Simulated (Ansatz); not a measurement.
# LiCl: the cost of one run

Computed with Ansatz 0.2.0 (DFT r2SCAN, scalar-relativistic, plane waves, PAW).

1 further run of the same task is left out (it didn't finish).

## Step 1: The system as given

It takes space group Pm-3n (No. 223, cubic). The conventional cell has a = 6.782 Å, b = 6.782 Å, c = 6.782 Å, α = 90.00°, β = 90.00°, γ = 90.00°. Li (site symmetry -4m2) is surrounded by 4 Cl at 2.40 Å. Cl (site symmetry -4m2) has 4 Li at 2.40 Å as nearest neighbours.

As a file:

```cif
data_structure
_symmetry_space_group_name_H-M 'Pm-3n'
_symmetry_Int_Tables_number 223
_cell_length_a 6.7823
_cell_length_b 6.7823
_cell_length_c 6.7823
_cell_angle_alpha 90.000
_cell_angle_beta 90.000
_cell_angle_gamma 90.000
_cell_volume 311.98
loop_
_atom_site_label
_atom_site_type_symbol
_atom_site_symmetry_multiplicity
_atom_site_Wyckoff_symbol
_atom_site_fract_x
_atom_site_fract_y
_atom_site_fract_z
_atom_site_occupancy
Li1 Li 6 d 0.75000 0.50000 0.00000 1
Cl1 Cl 6 c 0.50000 0.75000 0.00000 1
```

It is the end of an earlier relaxation with the same method, from a generated guess; it is a trial structure. At a tolerance of 0.02 Å it has space group Pm-3n (No. 223); it has 26.00 Å³/atom, an uncorrected energy of -1.85 eV/atom over the elements and, on its mesh, gap 5.36 eV.

## Step 2: The same geometry with r2SCAN

Input file input.yaml:

```yaml
crystal:
  lattice:
    - [6.7822671339, 0.0, 0.0]
    - [0.0, 6.7822671339, 0.0]
    - [0.0, 0.0, 6.7822671339]
  atoms:
    - { symbol: Li, position: [0.75, 0.5, 0.0] }
    - { symbol: Li, position: [0.5, 0.0, 0.75] }
    - { symbol: Li, position: [0.0, 0.75, 0.5] }
    - { symbol: Li, position: [0.0, 0.25, 0.5] }
    - { symbol: Li, position: [0.25, 0.5, 0.0] }
    - { symbol: Li, position: [0.5, 0.0, 0.25] }
    - { symbol: Cl, position: [0.5, 0.75, 0.0] }
    - { symbol: Cl, position: [0.75, 0.0, 0.5] }
    - { symbol: Cl, position: [0.0, 0.5, 0.75] }
    - { symbol: Cl, position: [0.25, 0.0, 0.5] }
    - { symbol: Cl, position: [0.0, 0.5, 0.25] }
    - { symbol: Cl, position: [0.5, 0.25, 0.0] }
basis:
  ecutwfc: 500
kpoints:
  mp_grid: { grid: [4, 4, 4] }
  band_path:
    path:
      - [[0.0, 0.0, 0.0], [0.0, 0.5, 0.0], [0.5, 0.5, 0.0], [0.0, 0.0, 0.0], [0.5, 0.5, 0.5], [0.0, 0.5, 0.0]]
      - [[0.5, 0.5, 0.5], [0.5, 0.5, 0.0]]
    npoints: 10
hamiltonian:
  xc: r2scan
scf:
  occupations: { method: gaussian, width: 0.02 }
  n_extra_bands: 30
output:
  forces: true
  stress: true
  eigenvalues: true
  populations: true
  dos: { projected: true, de: 0.02, nscf_kmesh: { grid: [6, 6, 6] } }
  bader: false
  write_density: true
  write_potential: true
  elf: true
  volumetric_format: npy
```

On the command line:

```console
$ ansatz run input.yaml --threads 1 --pin off --max-ram 2560MiB --backend cpu --events-out ev --progress --plain --runs-dir out
```

**Question.** How long does this run take on 1 thread of AMD EPYC 9R45 (Zen 5), shared host, and how much memory does it need?

About 27 s, with a peak of 1.3 GiB.
